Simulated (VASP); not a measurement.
Set up this calculation in VASP 6.6.1, as the native input.

```yaml
Task: relaxation of cell and atoms
Functional: PBE
Potentials_or_basis: VASP PAW PBE potentials, release 64 (Li_sv, H)
Cutoff: 600 eV
k_mesh: 10 × 10 × 10
Occupations: gaussian, width 0.02 eV
Spin: no spin polarisation
Further_INCAR_settings: ALGO = Normal; EDIFF = 1e-07; IBRION = 2; EDIFFG = -0.005; NSW = 90; ISIF = 3
```

The structure of LiH lies in POSCAR:

```
LiH
1.0
    0.0000000000      2.0086193900      2.0086193900
    2.0086193900      0.0000000000      2.0086193900
    2.0086193900      2.0086193900      0.0000000000
Li H
1 1
Direct
    0.0000000000      0.0000000000      0.0000000000
    0.5000000000      0.5000000000      0.5000000000
```

The cell is a database's computed one.

These files were run (other wordings do the same):

INCAR

```
SYSTEM = LiH
PREC = Accurate
ENCUT = 600
EDIFF = 1E-7
ISMEAR = 0
SIGMA = 0.02
LREAL = .FALSE.
LASPH = .TRUE.
NELM = 60
ALGO = Normal
ISIF = 3
LWAVE = .FALSE.
LCHARG = .FALSE.
GGA = PE
IBRION = 2
NSW = 90
EDIFFG = -0.005
```

KPOINTS

```
regular mesh
0
G
  10 10 10
  0 0 0
```

Potentials or basis: VASP PAW PBE potentials, release 64 (Li_sv, H).

Command:

```bash
$ cat potpaw_PBE.64/Li_sv/POTCAR potpaw_PBE.64/H/POTCAR > POTCAR
$ mpirun -np 1 vasp_std > vasp.out
```

Results of the run:

```
Relaxed volume                         : 7.99 Å³/atom
Relaxed cell                           : a = 2.827 Å, b = 2.827 Å, c = 2.827 Å, α = 60.00°, β = 60.00°, γ = 60.00°
Space group after relaxing (to 0.05 Å) : Fm-3m (No. 225)
Energy gained by relaxing              : 0.2 meV/atom
Ionic steps                            : 3
Pressure after relaxing                : 0.0 GPa
Band gap on the k mesh                 : 2.97 eV, direct
```

Caveat: the cutoff is under 1.25 times the usual one of these potentials, so pressure, stress and relaxed cells hold a basis-set (Pulay) error.

Wall time 8.8 s on 1 thread of Intel(R) Xeon(R) Platinum 8488C (Sapphire Rapids) (shared host), peak memory 0.12 GiB.
